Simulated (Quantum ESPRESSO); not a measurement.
Runs of Quantum ESPRESSO 7.5 on KF (Carobbiite). It takes space group Fm-3m (No. 225, cubic). The conventional cell has a = 5.344 Å, b = 5.344 Å, c = 5.344 Å, α = 90.00°, β = 90.00°, γ = 90.00°. K (site symmetry m-3m) is surrounded by 6 F at 2.67 Å. F (site symmetry m-3m) is surrounded by 6 K at 2.67 Å. 

```tsv
task	level	potentials or basis	cell	k mesh	cutoff (eV)	smearing	SCF threshold	q mesh for exact exchange	cutoff for exact exchange	share of exact exchange	form of the LDA correlation	mesh quality	pressure (GPa)
phonons	revPBE	PseudoDojo 0.4.1 SR PBE standard	relaxed	4 × 4 × 4, shifted	1143	fermi-dirac 0.05 eV	4e-10 Ry	-	-	-	-	not flagged	0.1
dielectric tensor	PBE	PseudoDojo 0.4.1 SR PBE standard	as given	6 × 6 × 6, shifted	1143	fermi-dirac 0.05 eV	4e-10 Ry	-	-	-	-	not flagged	1.3
phonons	PBE	PseudoDojo 0.4.1 SR PBE standard	relaxed	6 × 6 × 6, shifted	1143	fermi-dirac 0.05 eV	4e-10 Ry	-	-	-	-	not flagged	0.0
dielectric tensor	PBE	PseudoDojo 0.4.1 SR PBE standard	as given	8 × 8 × 8, shifted	1143	fermi-dirac 0.05 eV	4e-10 Ry	-	-	-	-	not flagged	1.3
phonons	vdW-DF-cx	PseudoDojo 0.4.1 SR PBE standard	relaxed	4 × 4 × 4, shifted	1143	fermi-dirac 0.05 eV	4e-10 Ry	-	-	-	-	not flagged	0.0
phonons	PBE	PseudoDojo 0.4.1 SR PBE standard	relaxed to 2 GPa	4 × 4 × 4, shifted	1143	fermi-dirac 0.05 eV	4e-10 Ry	-	-	-	-	not flagged	2.0
dielectric tensor	PBE	PseudoDojo 0.4.1 SR PBE standard	as given	4 × 4 × 4, shifted	1143	fermi-dirac 0.05 eV	4e-10 Ry	-	-	-	-	not flagged	1.3
dielectric tensor	LDA	PseudoDojo 0.4.1 SR LDA standard	as given	6 × 6 × 6, shifted	1143	fermi-dirac 0.05 eV	4e-10 Ry	-	-	-	PW92	not flagged	-3.6
dielectric tensor	BLYP	PseudoDojo 0.4.1 SR PBE standard	as given	6 × 6 × 6, shifted	1143	fermi-dirac 0.05 eV	4e-10 Ry	-	-	-	-	not flagged	2.1
dielectric tensor	AM05	PseudoDojo 0.4.1 SR PBE standard	as given	6 × 6 × 6, shifted	1143	fermi-dirac 0.05 eV	4e-10 Ry	-	-	-	-	not flagged	(a)
```

Alike in all rows: no spin polarisation.

Q: Fill in the values left out.

A: (a) 0.5.

Caveats: the potentials were made for another functional, which shifts forces and pressure (some runs); the cell is more than 3 GPa from zero pressure, which shifts response properties (some runs).
